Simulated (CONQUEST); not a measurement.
**Ag under changes of volume**

One of the cells (16.707 Å³/atom); the others are scaled copies at fixed shape and fractional positions:

```
Ag
1.0
     2.86950    0.00000    0.00000
     0.00000    2.86950    0.00000
     0.00000    0.00000    4.05808
Ag
2
Direct
  0.00000 0.00000 0.00000
  0.50000 0.50000 0.50000
```

```yaml
Program: CONQUEST 1.3
Functional: PBE
Potentials_or_basis: PseudoDojo NC PBE, DZP, grid of 32 × 32 × 40 points
k_mesh: 9 × 9 × 7
Occupations: fermi-dirac, width 0.05 eV
Spin: no spin polarisation
```

| volume (Å³/atom) | energy over the lowest point (meV/atom) | pressure (GPa) |
| --- | --- | --- |
| 16.025 | 70.14 | 14.2 |
| 16.366 | 44.03 | 10.8 |
| 16.707 | 23.43 | 8.6 |
| 17.048 | ? | ? |
| 17.389 | 0.00 | 3.5 |

Task: What does the run at 17.048 Å³/atom give?

Result: Energy over the lowest point 9.02 meV/atom; pressure 5.0 GPa.

Worked out: A Birch-Murnaghan fit of order 2 (a polynomial in V^(-2/3)) to the other rows has no minimum within the range. It gives 9.20 meV/atom at 17.048 Å³/atom, against the run's 9.02, and -dE/dV = 5.5 GPa, against 5.0.

Energies are extrapolated to zero smearing.

Caveats: the basis of atomic orbitals isn't converged, which shifts pressures, moduli and gaps; the real-space grid breaks the cell's symmetry a little.
